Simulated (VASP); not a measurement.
Wanted: the native input for a VASP 6.6.1 run.

| Property | Result |
| --- | --- |
| Task | single point |
| Functional | PBE |
| Potentials or basis | VASP PAW PBE potentials, release 64 (Mn_pv, O) |
| Cutoff | 520 eV |
| k mesh | 9 × 7 × 5 |
| Occupations | fermi-dirac, width 0.05 eV |
| Spin | collinear spin, ferromagnetic start |
| Starting moments | [4.0, 4.0, 0.0, 0.0, 0.0, 0.0] μB |
| Further INCAR settings | ALGO = Normal; EDIFF = 1e-07; NBANDS = 38 |

The structure of MnO2 lies in POSCAR:

```
MnO2
1.0
    2.9041580000      0.0000000000      0.0000000000
    0.0000000000      3.8448100000      0.0000000000
    0.0000000000      0.0000000000      6.1642640000
Mn O
2 4
Direct
    0.5000000000      0.5000000000      0.3433015000
    0.0000000000      0.0000000000      0.6566985000
    0.5000000000      0.0000000000      0.8375675000
    0.0000000000      0.5000000000      0.1624325000
    0.5000000000      0.0000000000      0.4217995000
    0.0000000000      0.5000000000      0.5782005000
```

Measurements of this composition are mostly on another form, of space group No. 136.

The input as run:

INCAR

```
ALGO = Normal
EDIFF = 1E-7
ENCUT = 520
GGA = PE
ISIF = 2
ISMEAR = -1
ISPIN = 2
LASPH = T
LCHARG = F
LMAXMIX = 4
LORBIT = 11
LREAL = F
LWAVE = F
MAGMOM = 4 4 0 0 0 0
NBANDS = 38
NELM = 120
PREC = Accurate
SIGMA = 0.05
```

KPOINTS

```
k-points
0
Gamma
  9 7 5
```

Potentials or basis: VASP PAW PBE potentials, release 64 (Mn_pv, O).

The run is started by

```sh
$ cat potpaw_PBE.64/Mn_pv/POTCAR potpaw_PBE.64/O/POTCAR > POTCAR
$ mpirun -np 1 vasp_std > vasp.out
```

It gave:

```
Pressure                                              : -6.4 GPa
Largest force                                         : 0.668 eV/Å
Band gap on the k mesh                                : none (metal or under the smearing width)
Net moment                                            : 6.00 μB per cell
Site moments                                          : Mn +2.79; O +0.12, -0.01 μB
Valence electrons inside the program's atomic spheres : Mn 11.61; O 4.93, 5.00
```

Caveat: semilocal functionals often make such compounds metallic where correlation or magnetic order opens a gap, which also shifts bond lengths; only a ferromagnetic start was run, and an antiferromagnetic order may lie lower in energy.

Run time: 2.8 min on 1 thread of Intel(R) Xeon(R) Platinum 8488C (Sapphire Rapids) (shared host), peak memory 0.35 GiB.
